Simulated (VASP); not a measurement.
Write the native input for VASP 6.6.1 that does the following.

| Property | Result |
| --- | --- |
| Task | single point |
| Functional | PBE |
| Potentials or basis | VASP PAW PBE potentials, release 64 (Ca_sv) |
| Cutoff | 520 eV |
| k mesh | 12 × 12 × 8 |
| Occupations | gaussian, width 0.1 eV |
| Spin | no spin polarisation |
| Dipole correction | no |
| Further INCAR settings | ALGO = Normal; EDIFF = 1e-06; NBANDS = 17 |

The structure of Ca lies in POSCAR:

```
Ca
1.0
    3.9060863211      0.0000000000      0.0000000000
   -1.9530431605      3.3827699834      0.0000000000
    0.0000000000      0.0000000000      5.8028553791
Ca
2
Direct
    0.3333333333      0.6666666667      0.2500000000
    0.6666666667      0.3333333333      0.7500000000
```

This isn't the form of Ca at room conditions, which is fcc.

The cell isn't the ideal one: Mg replaced by Ca, lengths x 1.149, strained and moved within the space group.

The input as run:

INCAR

```
SYSTEM = Ca
PREC = Accurate
ENCUT = 520
EDIFF = 1E-6
ISMEAR = 0
SIGMA = 0.1
LREAL = .False.
LASPH = .True.
NELM = 100
ALGO = Normal
ISIF = 2
LWAVE = .False.
LCHARG = .True.
GGA = PE
LELF = .True.
LVHAR = .True.
NBANDS = 17
```

KPOINTS

```
regular mesh
0
Gamma
  12 12 8
  0 0 0
```

Potentials or basis: VASP PAW PBE potentials, release 64 (Ca_sv).

The run is started by

```sh
$ cat potpaw_PBE.64/Ca_sv/POTCAR > POTCAR
$ mpirun -np 1 vasp_std > vasp.out
```

It gave:

```yaml
Pressure: 2.2 GPa
Band_gap_on_the_k_mesh: none (metal or under the smearing width)
```

Run time: 58 s on 1 thread of Intel(R) Xeon(R) 6975P-C (Granite Rapids) (shared host), peak memory 0.25 GiB.
